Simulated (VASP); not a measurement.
## CoSi: band structure with rSCAN

CoSi:

```
Co Si
1.0
     4.43800    0.00000    0.00000
     0.00000    4.43800    0.00000
     0.00000    0.00000    4.43800
Co Si
4 4
Direct
  0.86000 0.64000 0.36000
  0.64000 0.36000 0.86000
  0.36000 0.86000 0.64000
  0.14000 0.14000 0.14000
  0.15700 0.34300 0.65700
  0.34300 0.65700 0.15700
  0.65700 0.15700 0.34300
  0.84300 0.84300 0.84300
```

```yaml
Program: VASP 6.6.1
Task: band structure
Functional: rSCAN
Potentials_or_basis: VASP PAW PBE potentials, release 64 (Co, Si)
Cutoff: 520 eV
k_mesh: 6 × 6 × 6
Occupations: fermi-dirac, width 0.05 eV
Spin: collinear spin, ferromagnetic start
Starting_moments: "[2.0, 2.0, 2.0, 2.0, 0.0, 0.0, 0.0, 0.0] μB"
Further_INCAR_settings: ALGO = Normal; EDIFF = 1e-06
```

```
Pressure                                              : -7.2 GPa
Largest force                                         : 0.186 eV/Å
Band gap along the path                               : none (metal or under the smearing width)
Net moment                                            : 0.00 μB per cell
Valence electrons inside the program's atomic spheres : Co 8.66; Si 1.61
```

Forces in eV/Å, atoms in the order of the input:
```
Co  -0.108  0.108 -0.108
Co   0.108 -0.108 -0.108
Co  -0.108 -0.108  0.108
Co   0.108  0.108  0.108
Si   0.037 -0.037  0.037
Si  -0.037  0.037  0.037
Si   0.037  0.037 -0.037
Si  -0.037 -0.037 -0.037
```

Levels at the corners of the path, in eV from the Fermi level:
Spin up:
```tsv
point	band 22	band 23	band 24	band 25	band 26	band 27	band 28	band 29	band 30	band 31
Γ	-1.01	-0.88	-0.88	-0.06	-0.06	-0.06	2.60	2.60	2.60	3.00
X	-1.15	-0.76	-0.76	-0.53	-0.53	0.99	0.99	1.50	1.50	4.44
X	-1.15	-0.76	-0.76	-0.53	-0.53	0.99	0.99	1.50	1.50	4.44
M	-1.62	-1.12	-1.12	-0.08	-0.08	0.57	0.57	2.08	2.08	2.56
M	-1.62	-1.12	-1.12	-0.08	-0.08	0.57	0.57	2.08	2.08	2.56
Γ	-1.01	-0.88	-0.88	-0.06	-0.06	-0.06	2.60	2.60	2.60	3.00
Γ	-1.01	-0.88	-0.88	-0.06	-0.06	-0.06	2.60	2.60	2.60	3.00
R	-1.32	-1.32	-1.32	-0.24	-0.24	-0.24	-0.24	5.69	5.69	5.69
R	-1.32	-1.32	-1.32	-0.24	-0.24	-0.24	-0.24	5.69	5.69	5.69
X	-1.15	-0.76	-0.76	-0.53	-0.53	0.99	0.99	1.50	1.50	4.44
M	-1.62	-1.12	-1.12	-0.08	-0.08	0.57	0.57	2.08	2.08	2.56
R	-1.32	-1.32	-1.32	-0.24	-0.24	-0.24	-0.24	5.69	5.69	5.69
```
Spin down:
| point | band 23 | band 24 | band 25 | band 26 | band 27 | band 28 | band 29 | band 30 |
| --- | --- | --- | --- | --- | --- | --- | --- | --- |
| Γ | -0.88 | -0.88 | -0.06 | -0.06 | -0.06 | 2.60 | 2.60 | 2.60 |
| X | -0.76 | -0.76 | -0.53 | -0.53 | 0.99 | 0.99 | 1.50 | 1.50 |
| X | -0.76 | -0.76 | -0.53 | -0.53 | 0.99 | 0.99 | 1.50 | 1.50 |
| M | -1.12 | -1.12 | -0.08 | -0.08 | 0.57 | 0.57 | 2.08 | 2.08 |
| M | -1.12 | -1.12 | -0.08 | -0.08 | 0.57 | 0.57 | 2.08 | 2.08 |
| Γ | -0.88 | -0.88 | -0.06 | -0.06 | -0.06 | 2.60 | 2.60 | 2.60 |
| Γ | -0.88 | -0.88 | -0.06 | -0.06 | -0.06 | 2.60 | 2.60 | 2.60 |
| R | -1.32 | -1.32 | -0.24 | -0.24 | -0.24 | -0.24 | 5.69 | 5.69 |
| R | -1.32 | -1.32 | -0.24 | -0.24 | -0.24 | -0.24 | 5.69 | 5.69 |
| X | -0.76 | -0.76 | -0.53 | -0.53 | 0.99 | 0.99 | 1.50 | 1.50 |
| M | -1.12 | -1.12 | -0.08 | -0.08 | 0.57 | 0.57 | 2.08 | 2.08 |
| R | -1.32 | -1.32 | -0.24 | -0.24 | -0.24 | -0.24 | 5.69 | 5.69 |

Wall time 17 min on 1 thread of Intel(R) Xeon(R) Platinum 8375C CPU @ 2.90GHz (Ice Lake), on a shared host, peak memory 0.38 GiB.

Caveat: the starting moments collapsed, and a magnetic state may lie lower; the PAW data sets were made with another functional, which shifts forces and pressure a little.
